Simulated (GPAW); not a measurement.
Zn:

```
CELL_PARAMETERS angstrom
0.00000 1.96478 1.96478
1.96478 0.00000 1.96478
1.96478 1.96478 0.00000
ATOMIC_POSITIONS crystal
Zn 0.00000 0.00000 0.00000
```

This isn't the form of Zn at room conditions, which is hcp.

```yaml
Program: GPAW 26.7.0
Task: relaxation of cell and atoms
Functional: r2SCAN
Potentials_or_basis: GPAW PAW data sets (gpaw-data 1.2.1)
Cutoff: 600 eV
Basis: pw
k_mesh: 10 × 10 × 10
Occupations: fermi-dirac, width 0.05 eV
Spin: no spin polarisation
```

At the start: pressure -4.4 GPa; volume 15.17 Å³/atom.

Q: How do energy, volume and symmetry change on relaxing?

A: Over 4 steps the energy falls by 12.9 meV/atom and the volume is 14.32 Å³/atom (-5.6 %); space group Fm-3m (No. 225, to 0.05 Å).

The path:
| step | energy change (eV) | largest force (eV/Å) | pressure (GPa) | volume (Å³) |
| --- | --- | --- | --- | --- |
| 1 | 0.0000 | 0.0000 | -4.43 | 15.17 |
| 2 | -0.0065 | 0.0000 | -3.21 | 14.90 |
| 3 | -0.0128 | 0.0000 | 0.37 | 14.25 |
| 4 | -0.0129 | 0.0000 | -0.03 | 14.32 |

Final structure:
```cif
data_structure
_symmetry_space_group_name_H-M 'P 1'
_symmetry_Int_Tables_number 1
_cell_length_a 2.7255
_cell_length_b 2.7255
_cell_length_c 2.7255
_cell_angle_alpha 60.000
_cell_angle_beta 60.000
_cell_angle_gamma 60.000
_cell_volume 14.32
loop_
_atom_site_label
_atom_site_type_symbol
_atom_site_fract_x
_atom_site_fract_y
_atom_site_fract_z
_atom_site_occupancy
Zn1 Zn 0.00000 0.00000 0.00000 1
```

Caveat: later steps reuse the first step's grids; the PAW data sets were made with another functional, which shifts forces and pressure a little.
